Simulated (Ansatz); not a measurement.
**Rh (Fm-3m): comparison of functionals at one structure from a Python script**

How far apart do the functionals lie for Rh (Fm-3m) at one structure? A script is to give a comparison of functionals at one structure; the system is Rh (Fm-3m).

The COD entry's cell or inner coordinates are ideal or old and differ from later refinements, so a difference from it is no clean test against experiment.

Program: the Python package of Ansatz 0.2.0. The levels of theory stand in the script. These are calculated values, not measurements.

### Step 1. The system

Symmetry: Fm-3m, No. 225, cubic system. Conventional cell: a = 3.796 Å, b = 3.796 Å, c = 3.796 Å, α = 90.00°, β = 90.00°, γ = 90.00°. Around Rh (site symmetry m-3m) lie 12 Rh at 2.68 Å.

The script holds or builds the structure itself.

### Step 2. Script

File xc_rh.py:

```python
"""Functional comparison for Rh (totals differ with the potentials too)."""

from dataclasses import dataclass
import warnings

import ansatz as az
import pandas as pd


@dataclass
class RunConfig:
    kgrid: tuple[int, ...] = (13, 13, 13)
    filling: str = "methfessel_paxton"
    scf_tol: float = 1e-06
    max_scf: int = 200
    n_empty: int = 2


cfg = RunConfig()


def main() -> None:
    warnings.simplefilter("ignore", az.DeckWarning)

    lattice = az.Lattice.of(
        [0.0, 1.89785, 1.89785],
        [1.89785, 0.0, 1.89785],
        [1.89785, 1.89785, 0.0],
    )
    sites = [
        ("Rh", [0.0, 0.0, 0.0]),
    ]
    rh = az.Crystal(lattice=lattice)
    for symbol, position in sites:
        rh = rh.atom(symbol, position)

    base = rh.calculation()
    base = base.kpoints(*cfg.kgrid, center="gamma")
    base = base.occupations(cfg.filling)
    base = base.scf(tolerance=cfg.scf_tol, max_iterations=cfg.max_scf, extra_bands=cfg.n_empty, algorithm="density_mixing").stress()

    rows = []
    for value in ["pbesol", "rpbe", "pbe", "revpbe"]:
        data = base.functional(value).run(threads=1).report
        rows.append((value, data["free_energy_ev"] / len(data["lattice"]["sites"]), data["n_iterations"], sum(data["stress_gpa"][i][i] for i in range(3)) / 3, data["n_kpoints"]))

    table = pd.DataFrame(rows, columns=["functional", "F/atom (eV)", "iterations", "P (GPa)", "k-points"])
    print(table.round(5).to_string(index=False))


if __name__ == "__main__":
    main()
```

### Step 3. The input behind the calls

The package turns the script's settings into the engine's input (first run):

```yaml
crystal:
  lattice:
    - [0.0, 1.89785, 1.89785]
    - [1.89785, 0.0, 1.89785]
    - [1.89785, 1.89785, 0.0]
  atoms:
    - { symbol: Rh, position: [0.0, 0.0, 0.0] }
kpoints:
  mp_grid:
    grid: [13, 13, 13]
    shift: [0.0, 0.0, 0.0]
hamiltonian:
  xc: pbesol
scf:
  max_iter: 200
  algorithm: density_mixing
  n_extra_bands: 2
  convergence:
    dr2_threshold: 1.0e-06
  occupations:
    method: methfessel_paxton
output:
  stress: true
```

### Step 4. Launch

Run with:

```console
$ python xc_rh.py
```

The log of the run:

```text
functional  F/atom (eV)  iterations  P (GPa)  k-points
    pbesol  -6338.74454           4 -3.54745        84
      rpbe  -6410.35098           4 12.17349        84
       pbe  -6402.88151           4  7.44230        84
    revpbe  -6408.19751           4 10.83085        84
```

It took 3.3 s on 1 thread of Arm Neoverse V2, shared host; peak memory 0.37 GiB.

### Step 5. Inputs of later runs

The engine's inputs for the other runs:

Run 2, against run 1:

```diff
@@ -13 +13 @@
-  xc: pbesol
+  xc: rpbe
```

Run 3, against run 1:

```diff
@@ -13 +13 @@
-  xc: pbesol
+  xc: pbe
```

Run 4, against run 1:

```diff
@@ -13 +13 @@
-  xc: pbesol
+  xc: revpbe
```

### Step 6. The runs side by side

The 4 runs, in the order started:

| run | functional | energy (eV/atom) | pressure (GPa) | SCF cycles | CPU time (s) |
| --- | --- | --- | --- | --- | --- |
| 1 | pbesol | -6338.7445 | -3.55 | 4 | 0.64 |
| 2 | rpbe | -6410.3510 | 12.17 | 4 | 0.6 |
| 3 | pbe | -6402.8815 | 7.44 | 4 | 0.59 |
| 4 | revpbe | -6408.1975 | 10.83 | 4 | 0.59 |

Energies are free energies F = E - TS of the smeared occupations. Totals hang on method, basis and potentials, so only like runs compare.

### Step 7. Outcome

| quantity | value |
| --- | --- |
| runs compared | 4 |
| pressure at this cell | -3.5 (pbesol) to 12.2 GPa (rpbe) |

What this shows: From lowest to highest: PBEsol (-3.5 GPa), PBE (7.4 GPa), revPBE (10.8 GPa) and RPBE (12.2 GPa). At a fixed cell a lower pressure usually means a smaller equilibrium volume, so PBEsol prefers the smallest cell and RPBE the largest. Caveats:
- The mesh is modest for a metal, so energies can be off by several to tens of meV an atom and pressures by half a GPa or more; differences at equal mesh fare better.
- The program warned that this SCF threshold is loose for forces or stresses.
- Of the deposited cell: the entry's cell lengths or inner coordinates differ somewhat from later room-temperature determinations.
- Pressure is positive in compression.
- Total energies of different functionals can't be compared; pressures, moments and gaps at this one structure can.
